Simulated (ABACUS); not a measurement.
The system is Sc.

```
Sc
1.0
     0.00000    2.26000    2.26000
     2.26000    0.00000    2.26000
     2.26000    2.26000    0.00000
Sc
1
Direct
  0.00000 0.00000 0.00000
```

This isn't the form of Sc at room conditions, which is hcp.

- Program: ABACUS 3.10.1
- Task: single point
- Functional: PBE
- Potentials or basis: PseudoDojo NC SR 0.4.1 PBE standard
- Cutoff: 1361 eV
- Density cutoff: 5442 eV
- Basis: DZP LCAO (the cutoffs set its grid)
- k mesh: 10 × 10 × 10
- Occupations: fermi-dirac, width 0.05 eV
- Spin: no spin polarisation

On this cell: pressure 4.2 GPa; band gap on the k mesh none (metal or under the smearing width).

The same run follows on a disturbed copy (cell strained at random at fixed volume):

```
CELL_PARAMETERS angstrom
-0.01168 2.25030 2.29529
2.24844 -0.02351 2.30712
2.21212 2.22582 0.01281
ATOMIC_POSITIONS crystal
Sc 0.99182 0.00078 0.99550
```

Problem. What does the disturbed cell give?

Solution. The energy (extrapolated to zero smearing) moves by +2.5 meV/atom; pressure 4.2 GPa; band gap on the k mesh none (metal or under the smearing width).

Stress tensor (GPa, compression positive):
```
 4.42  0.95 -0.45
 0.95  4.30 -0.01
-0.45 -0.01  3.78
```

Caveats: the atomic orbitals were generated for these runs and aren't a published set; the basis of atomic orbitals isn't converged, which shifts pressures, moduli and gaps.
